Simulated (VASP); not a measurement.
# C (Fd-3m) in VASP: further runs

Runs on C. Level: LDA. Tasks: single point.

Everything below comes from runs of VASP 6.6.1. Logs are shortened: lines on timing, memory, paths and dates and some standing lists are left out, and cuts for length are marked.

### 1 The undisturbed crystal

Symmetry: Fd-3m, No. 227, cubic system. Conventional cell: a = 3.567 Å, b = 3.567 Å, c = 3.567 Å, α = 90.00°, β = 90.00°, γ = 90.00°. C (site symmetry -43m) has 4 C at 1.54 Å as nearest neighbours.

This isn't the form of C at room conditions, which is graphite.

### 2 Single point, LDA (grid = ENCUT=400 dk=0.35 cell=3x3x2 ISMEAR=0 SIGMA=0.05 LREAL=Auto EDIFF=1e-06)

Input file INCAR:

```
SYSTEM = SiC35
ALGO     = Fast           ! electronic algorithm
EDIFF    = 1E-6           ! SCF threshold, eV
ENCUT    = 400            ! plane-wave cutoff, eV
ISIF     = 2              ! what is computed and relaxed
ISMEAR   = 0              ! smearing method
KPAR     = 2            
LASPH    = .TRUE.         ! aspherical terms in the spheres
LCHARG   = .FALSE.        ! write CHGCAR
LREAL    = Auto         
LWAVE    = .FALSE.        ! write WAVECAR
NBANDS   = 84             ! bands
NCORE    = 1            
NELM     = 120            ! most SCF steps
PREC     = Accurate       ! precision mode
SIGMA    = 0.05           ! smearing width, eV
```

Input file KPOINTS:

```
k-points
0
G
  3 3 5
  0 0 0
```

Input file POSCAR:

```
SiC35
1.0
    0.0000000000      5.3501100000      5.3501100000
    5.3501100000      0.0000000000      5.3501100000
    3.5667400000      3.5667400000      0.0000000000
Si C
1 35
Direct
    0.2500000000      0.2500000000      0.3750000000
    0.2500000000      0.2500000000      0.8750000000
    0.2500000000      0.5833333333      0.3750000000
    0.2500000000      0.5833333333      0.8750000000
    0.2500000000      0.9166666667      0.3750000000
    0.2500000000      0.9166666667      0.8750000000
    0.5833333333      0.2500000000      0.3750000000
    0.5833333333      0.2500000000      0.8750000000
    0.5833333333      0.5833333333      0.3750000000
    0.5833333333      0.5833333333      0.8750000000
    0.5833333333      0.9166666667      0.3750000000
    0.5833333333      0.9166666667      0.8750000000
    0.9166666667      0.2500000000      0.3750000000
    0.9166666667      0.2500000000      0.8750000000
    0.9166666667      0.5833333333      0.3750000000
    0.9166666667      0.5833333333      0.8750000000
    0.9166666667      0.9166666667      0.3750000000
    0.9166666667      0.9166666667      0.8750000000
    0.1666666667      0.1666666667      0.2500000000
    0.1666666667      0.1666666667      0.7500000000
    0.1666666667      0.5000000000      0.2500000000
    0.1666666667      0.5000000000      0.7500000000
    0.1666666667      0.8333333333      0.2500000000
    0.1666666667      0.8333333333      0.7500000000
    0.5000000000      0.1666666667      0.2500000000
    0.5000000000      0.1666666667      0.7500000000
    0.5000000000      0.5000000000      0.2500000000
    0.5000000000      0.5000000000      0.7500000000
    0.5000000000      0.8333333333      0.2500000000
    0.5000000000      0.8333333333      0.7500000000
    0.8333333333      0.1666666667      0.2500000000
    0.8333333333      0.1666666667      0.7500000000
    0.8333333333      0.5000000000      0.2500000000
    0.8333333333      0.5000000000      0.7500000000
    0.8333333333      0.8333333333      0.2500000000
    0.8333333333      0.8333333333      0.7500000000
```

Potentials or basis: VASP PAW LDA potentials, release 64 (Si, C).

Command:

```
> cat potpaw_LDA.64/Si/POTCAR potpaw_LDA.64/C/POTCAR > POTCAR
> mpirun -np 4 vasp_std > vasp.out
```

OUTCAR:

```text
SYSTEM = SiC35
   EDIFF = 1E-6
   ENCUT = 400
   ISIF = 2
   ISMEAR = 0
   LASPH = .TRUE.
   LREAL = Auto
   NELM = 120
   PREC = Accurate

 Found     16 irreducible k-points:

 Following reciprocal coordinates:
            Coordinates               Weight
  0.000000  0.000000  0.000000      1.000000
  0.333333  0.000000  0.000000      4.000000
  0.333333  0.333333  0.000000      2.000000
 -0.333333  0.333333  0.000000      2.000000
  0.000000  0.000000  0.200000      2.000000
  0.333333  0.000000  0.200000      4.000000
   k-points           NKPTS =     16   k-points in BZ     NKDIM =     16   number of bands    NBANDS=     84
   number of dos      NEDOS =    301   number of ions     NIONS =     36
   total plane-waves  NPLWV =  90000
   dimension x,y,z NGX =    50 NGY =   50 NGZ =   36
   dimension x,y,z NGXF=   100 NGYF=  100 NGZF=   72
   ions per type =               1  35
   NGX,Y,Z   is equivalent  to a cutoff of  10.99, 10.99, 11.86 a.u.
   NGXF,Y,Z  is equivalent  to a cutoff of  21.97, 21.97, 23.73 a.u.
 SYSTEM =  SiC35
   PREC   = accura    normal or accurate (medium, high low for compatibility)
   ISTART =      0    job   : 0-new  1-cont  2-samecut
   ICHARG =      2    charge: 1-file 2-atom 10-const
   ISPIN  =      1    spin polarized calculation?
   LNONCOLLINEAR =      F non collinear calculations
   LSORBIT =      F    spin-orbit coupling
   LASPH  =      T    aspherical Exc in radial PAW
   ENCUT  =  400.0 eV  29.40 Ry    5.42 a.u.  12.34 12.34  8.23*2*pi/ulx,y,z
   NELM   =    120;   NELMIN=  2; NELMDL= -5     # of ELM steps
   EDIFF  = 0.1E-05   stopping-criterion for ELM
   LREAL  =      T    real-space projection
   EDIFFG = 0.1E-04   stopping-criterion for IOM
   NSW    =      0    number of steps for IOM
   IBRION =     -1    ionic relax: 0-MD 1-quasi-New 2-CG
   NFREE  =      0    steps in history (QN), initial steepest desc. (CG)
   ISIF   =      2    stress and relaxation
   ISYM   =      2    0-nonsym 1-usesym 2-fastsym
   POTIM  = 0.5000    time-step for ionic-motion
   TEBEG  =    0.0;   TEEND  =   0.0 temperature during run
   PSTRESS=    0.0 pullay stress
   NELECT =     144.0000    total number of electrons
   NUPDOWN=      -1.0000    fix difference up-down
   EMIN   =  10.00;   EMAX   =-10.00  energy-range for DOS
   EFERMI =   0.00;   METHOD = LEGACY
   ISMEAR =     0;   SIGMA  =   0.05  broadening in eV -4-tet -1-fermi 0-gaus
   EFERMI_NEDOS =   21; number of points for ismear=-14 and -15
   IALGO  =     68    algorithm
   IMIX   =      4    mixing-type and parameters
     AMIX     =   0.40;   BMIX     =  1.00
     AMIX_MAG =   1.60;   BMIX_MAG =  1.00
  volume/ion in A,a.u.               =       5.67        38.28
  Fermi-wavevector in a.u.,A,eV,Ry     =   1.457203  2.753714 28.891161  2.123440
  Thomas-Fermi vector in A             =   2.574032
   LORBIT       =      0    0 simple, 1 ext, 2 COOP (PROOUT), +10 PAW based schemes
   GGA     = CA    functional components
   LHFCALC =     F    Hartree Fock is set to
   AEXX    =    0.0000 exact exchange contribution
   IVDW    =     0    specifies the selected vdW correction
   LEPSILON=     F    determine dielectric tensor
   LRPA    =     F    only Hartree local field effects (RPA)
 non-spin polarized calculation
 RMM-DIIS sequential band-by-band and
 Gauss-broadening in eV      SIGMA  =   0.05
  energy-cutoff  :      400.00
  volume of cell :      204.19
 maximum number of plane-waves:      3744
 NGX is ok and might be reduce to    50
   NGX = 25   NGY = 25   NGZ = 17

 number of electron     144.0000011 magnetization

 Free energy of the ion-electron system (eV)
  ---------------------------------------------------
  ext. energy  EPLUGINS =         0.00000000
  ---------------------------------------------------
  free energy    TOTEN  =      -352.20527732 eV

  energy without entropy =     -352.20527732  energy(sigma->0) =     -352.20527732

 E-fermi :  10.5105     XC(G=0): -13.5480

 val. band max:       10.2703761655   @ k =   0.0000   0.0000   0.0000
 cond. band min:      14.0856110665   @ k =   0.0000   0.0000   0.0000
 fundamental gap:      3.8152349010
 Fermi energy:        10.5104625084

 k-point     1 :       0.0000    0.0000    0.0000
  band No.  band energies     occupation
      1     -11.1902      2.00000
      2      -8.2452      2.00000
      3      -8.2003      2.00000
      4      -8.1729      2.00000
      5      -8.0470      2.00000
      6      -7.2034      2.00000
[... 76 lines left out ...]
     83      16.3978      0.00000
     84      17.3416      0.00000

 k-point     2 :       0.3333    0.0000    0.0000
  band No.  band energies     occupation
      1     -10.8483      2.00000
      2      -9.8281      2.00000
      3      -8.4978      2.00000
      4      -8.1504      2.00000
      5      -7.1945      2.00000
      6      -6.4736      2.00000
[... 76 lines left out ...]
     83      16.7912      0.00000
     84      17.0141      0.00000

 k-point     3 :       0.3333    0.3333    0.0000
  band No.  band energies     occupation
      1     -10.7342      2.00000
      2      -9.3819      2.00000
      3      -9.0870      2.00000
      4      -8.9953      2.00000
      5      -6.6988      2.00000
      6      -6.5197      2.00000
[... 76 lines left out ...]
     83      16.7525      0.00000
     84      17.2679      0.00000

 k-point     4 :      -0.3333    0.3333    0.0000
  band No.  band energies     occupation
      1     -10.2843      2.00000
      2      -9.9549      2.00000
      3      -9.9208      2.00000
      4      -7.6195      2.00000
      5      -6.3789      2.00000
      6      -6.3541      2.00000
[... 76 lines left out ...]
     83      16.4205      0.00000
     84      16.6739      0.00000

 k-point     5 :       0.0000    0.0000    0.2000
  band No.  band energies     occupation
      1     -10.9130      2.00000
      2      -8.5319      2.00000
      3      -8.4549      2.00000
      4      -8.0907      2.00000
      5      -7.6537      2.00000
      6      -7.3650      2.00000
[... 76 lines left out ...]
     83      16.7311      0.00000
     84      16.9859      0.00000

 k-point     6 :       0.3333    0.0000    0.2000
  band No.  band energies     occupation
      1     -10.7764      2.00000
      2      -9.1563      2.00000
      3      -9.0187      2.00000
      4      -7.8474      2.00000
      5      -7.1380      2.00000
      6      -6.9100      2.00000
[... 76 lines left out ...]
     83      17.3439      0.00000
     84      17.5702      0.00000

 [... further k-points ...]

------------------------ aborting loop because EDIFF is reached ----------------------------------------

  FORCE on cell =-STRESS in cart. coord.  units (eV):
  Direction    XX          YY          ZZ          XY          YZ          ZX
  --------------------------------------------------------------------------------------
  -------------------------------------------------------------------------------------
  Total       13.1530541     13.1530541     13.0933257      0.0020470     -0.0137156     -0.0137156
  in kB      103.2072763    103.2072763    102.7386090      0.0160622     -0.1076211     -0.1076214
  external PRESSURE =     103.0510539 kB  Pullay stress =       0.0000000 kB

 VOLUME and BASIS-vectors are now :
 -----------------------------------------------------------------------------
  energy-cutoff  :      400.00
  volume of cell :      204.19
      direct lattice vectors                 reciprocal lattice vectors
     0.000000000  5.350110000  5.350110000    -0.093456022  0.093456022  0.093456022
     5.350110000  0.000000000  5.350110000     0.093456022 -0.093456022  0.093456022
     3.566740000  3.566740000  0.000000000     0.140184034  0.140184034 -0.140184034

 POSITION                                       TOTAL-FORCE (eV/Angst)
 -----------------------------------------------------------------------------------
      2.67505      2.67505      2.67505        -0.008817     -0.008817     -0.072500
      4.45843      4.45843      2.67505         0.007103      0.007103     -0.265406
      4.45842      2.67505      4.45842         0.345191     -0.139325      0.323789
      6.24179      4.45843      4.45842         0.137180     -0.340906      0.333127
      6.24180      2.67505      6.24180        -0.312902     -0.174398     -0.310505
      8.02517      4.45843      6.24180         0.132041      0.355582     -0.357025
[... 28 lines left out ...]
      5.35011      5.35011      8.91685         0.004853      0.004853     -0.130797
      7.13348      7.13348      8.91685        -0.004426     -0.004426      0.026212
 -----------------------------------------------------------------------------------
    total drift:                               -0.002494     -0.002494      0.000702

  FREE ENERGIE OF THE ION-ELECTRON SYSTEM (eV)
  ---------------------------------------------------
  free  energy   TOTEN  =      -352.2052773190 eV

  energy  without entropy=     -352.2052773190  energy(sigma->0) =     -352.20527732
```

It took 3.1 min on 4 MPI ranks of Intel Xeon Platinum 8488C (Sapphire Rapids), shared host; peak memory 0.24 GiB.

These settings aren't checked as converged: the numbers below hold their error.

What came out:

```yaml
Free_energy: -352.2053 eV
Largest_force: 12.602 eV/Å
Band_gap_on_the_k_mesh: 3.82 eV, direct
```

Caveat: the cutoff is under 1.25 times the usual one of these potentials, so pressure, stress and relaxed cells hold a basis-set (Pulay) error.

### 3 Single point, LDA (grid = ENCUT=400 dk=0.9 cell=3x3x2 ISMEAR=0 SIGMA=0.05 LREAL=Auto EDIFF=1e-06)

INCAR is that of step 2.

Input file KPOINTS:

```
k-points
0
G
  2 2 2
  0 0 0
```

POSCAR is that of step 2.

Potentials or basis: VASP PAW LDA potentials, release 64 (Si, C).

Command:

```
> cat potpaw_LDA.64/Si/POTCAR potpaw_LDA.64/C/POTCAR > POTCAR
> mpirun -np 4 vasp_std > vasp.out
```

OUTCAR:

```text
SYSTEM = SiC35
   EDIFF = 1E-6
   ENCUT = 400
   ISIF = 2
   ISMEAR = 0
   LASPH = .TRUE.
   LREAL = Auto
   NELM = 120
   PREC = Accurate

 Found      6 irreducible k-points:

 Following reciprocal coordinates:
            Coordinates               Weight
  0.000000  0.000000  0.000000      1.000000
  0.500000  0.000000  0.000000      2.000000
  0.500000  0.500000  0.000000      1.000000
  0.000000  0.000000  0.500000      1.000000
  0.500000  0.000000  0.500000      2.000000
  0.500000  0.500000  0.500000      1.000000
   k-points           NKPTS =      6   k-points in BZ     NKDIM =      6   number of bands    NBANDS=     84
   number of dos      NEDOS =    301   number of ions     NIONS =     36
   total plane-waves  NPLWV =  90000
   dimension x,y,z NGX =    50 NGY =   50 NGZ =   36
   dimension x,y,z NGXF=   100 NGYF=  100 NGZF=   72
   ions per type =               1  35
   NGX,Y,Z   is equivalent  to a cutoff of  10.99, 10.99, 11.86 a.u.
   NGXF,Y,Z  is equivalent  to a cutoff of  21.97, 21.97, 23.73 a.u.
 SYSTEM =  SiC35
   PREC   = accura    normal or accurate (medium, high low for compatibility)
   ISTART =      0    job   : 0-new  1-cont  2-samecut
   ICHARG =      2    charge: 1-file 2-atom 10-const
[... 65 lines left out ...]
  band No.  band energies     occupation
      1     -11.1865      2.00000
      2      -8.2411      2.00000
      3      -8.1967      2.00000
      4      -8.1691      2.00000
      5      -8.0426      2.00000
      6      -7.1995      2.00000
[... 511 lines left out ...]
     83      17.7719      0.00000
     84      17.9226      0.00000

------------------------ aborting loop because EDIFF is reached ----------------------------------------

  FORCE on cell =-STRESS in cart. coord.  units (eV):
  Direction    XX          YY          ZZ          XY          YZ          ZX
  --------------------------------------------------------------------------------------
  -------------------------------------------------------------------------------------
  Total       13.8374666     13.8374666     12.1988073      1.3905188      0.0992291      0.0992291
  in kB      108.5776151    108.5776151     95.7196456     10.9108997      0.7786153      0.7786151
  external PRESSURE =     104.2916253 kB  Pullay stress =       0.0000000 kB

 VOLUME and BASIS-vectors are now :
 -----------------------------------------------------------------------------
  energy-cutoff  :      400.00
  volume of cell :      204.19
      direct lattice vectors                 reciprocal lattice vectors
     0.000000000  5.350110000  5.350110000    -0.093456022  0.093456022  0.093456022
     5.350110000  0.000000000  5.350110000     0.093456022 -0.093456022  0.093456022
     3.566740000  3.566740000  0.000000000     0.140184034  0.140184034 -0.140184034

 POSITION                                       TOTAL-FORCE (eV/Angst)
 -----------------------------------------------------------------------------------
      2.67505      2.67505      2.67505        -0.013227     -0.013227     -0.132752
      4.45843      4.45843      2.67505         0.000215      0.000215     -0.268701
      4.45842      2.67505      4.45842         0.342276     -0.140865      0.306547
      6.24179      4.45843      4.45842         0.133818     -0.342623      0.314634
      6.24180      2.67505      6.24180        -0.317321     -0.170114     -0.331678
      8.02517      4.45843      6.24180         0.122941      0.351021     -0.376279
[... 28 lines left out ...]
      5.35011      5.35011      8.91685         0.006068      0.006068     -0.113829
      7.13348      7.13348      8.91685        -0.000583     -0.000583      0.040975
 -----------------------------------------------------------------------------------
    total drift:                               -0.002534     -0.002534      0.000732

  FREE ENERGIE OF THE ION-ELECTRON SYSTEM (eV)
  ---------------------------------------------------
  free  energy   TOTEN  =      -351.6997958049 eV

  energy  without entropy=     -351.6997958049  energy(sigma->0) =     -351.69979580
```

It took 78 s on 4 MPI ranks of Intel Xeon Platinum 8488C (Sapphire Rapids), shared host; peak memory 0.21 GiB.

These settings aren't checked as converged: the numbers below hold their error.

Results:

* Free energy: -351.6998 eV
* Largest force: 12.605 eV/Å
* Band gap on the k mesh: 3.81 eV, direct

Caveat: the k mesh is coarse (spacing up to 0.76 Å⁻¹), so the values aren't converged; the cutoff is under 1.25 times the usual one of these potentials, so pressure, stress and relaxed cells hold a basis-set (Pulay) error.

### 4 The reference run

An earlier run on the cell as given: functional PBE; potentials or basis VASP PAW PBE potentials, release 64 (C); cutoff 520 eV; k mesh 13 × 13 × 13; occupations fermi-dirac, width 0.05 eV; no spin polarisation.

- Pressure: 2.5 GPa
- Band gap on the k mesh: 4.14 eV, indirect (least direct gap 5.59 eV)
